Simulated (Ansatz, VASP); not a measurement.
# AlN in VASP and in Ansatz

The input INCAR:

```
  ALGO = Normal
  EDIFF = 1E-6
  ENCUT = 520
  GGA = PE
  ISIF = 2
  ISMEAR = 0
  LASPH = True
  LCHARG = False
  LREAL = False
  LWAVE = False
  NBANDS = 16
  NELM = 60
  PREC = Accurate
  SIGMA = 0.05
```

Contents of KPOINTS:

```
k-points
0
Gamma
  9 9 6
```

Contents of POSCAR:

```
AlN
1.0
    3.2581442357      0.0000000000      0.0000000000
   -1.6290721178      2.8216356773      0.0000000000
    0.0000000000      0.0000000000      4.1176574847
Al N
2 2
Direct
    0.3333333333      0.6666666667      0.7729095315
    0.6666666667      0.3333333333      0.2729095315
    0.3333333333      0.6666666667      0.2058696077
    0.6666666667      0.3333333333      0.7058696077
```

Input for Ansatz:

```yaml
crystal:
  lattice:
    - [3.2581442357, 0.0, 0.0]
    - [-1.6290721178, 2.8216356773, 0.0]
    - [0.0, 0.0, 4.1176574847]
  atoms:
    - { symbol: Al, position: [0.3333333333, 0.6666666667, 0.7729095315] }
    - { symbol: Al, position: [0.6666666667, 0.3333333333, 0.2729095315] }
    - { symbol: "N", position: [0.3333333333, 0.6666666667, 0.2058696077] }
    - { symbol: "N", position: [0.6666666667, 0.3333333333, 0.7058696077] }
basis:
  ecutwfc: 520.0
kpoints:
  mp_grid: { grid: [9, 9, 6] }
hamiltonian:
  xc: pbe
  pseudopotentials: { kind: paw, azcp: { folder: soft_1 } }
scf:
  occupations: { method: gaussian, width: 0.05 }
output:
  forces: true
  stress: true
  eigenvalues: true
```

Change from the starting cell: mode 4 frozen in at -0.185 Å, equal normal strain along x, y and z -0.0167.

Alike in both runs: task single point; functional PBE; k mesh 9 × 9 × 6; occupations gaussian, width 0.05 eV; no spin polarisation.

```csv
,VASP,Ansatz
version,VASP 6.6.1,Ansatz 0.2.0
potentials or method,"VASP PAW PBE potentials, release 64 (Al, N)","scalar-relativistic, plane waves, PAW"
plane-wave cutoff (eV),520,520
valence electrons in the cell,16,16
```

```tsv
	VASP	Ansatz	Ansatz less VASP
gap on the k mesh at the Fermi level (eV)	3.96	3.95	-0.011
least direct gap on the mesh (eV)	3.96	3.95	-0.011
pressure (GPa)	19.9	20.1	+0.14
largest component of the traceless stress (GPa)	26.68	26.44	-0.238
rms of the force components (eV/Å)	1.135	1.130	-0.0045
```

Atom by atom the forces differ by 0.005 eV/Å (rms over components).

Caveats: so large a pressure means that the cell lies far from this level's equilibrium, or that cutoff or potentials fall short (VASP); an odd mesh through Γ misses points on the zone boundary, where band edges often lie; forces of over 1 eV/Å show positions far from the minimum, so gaps and moduli don't describe the material at rest.
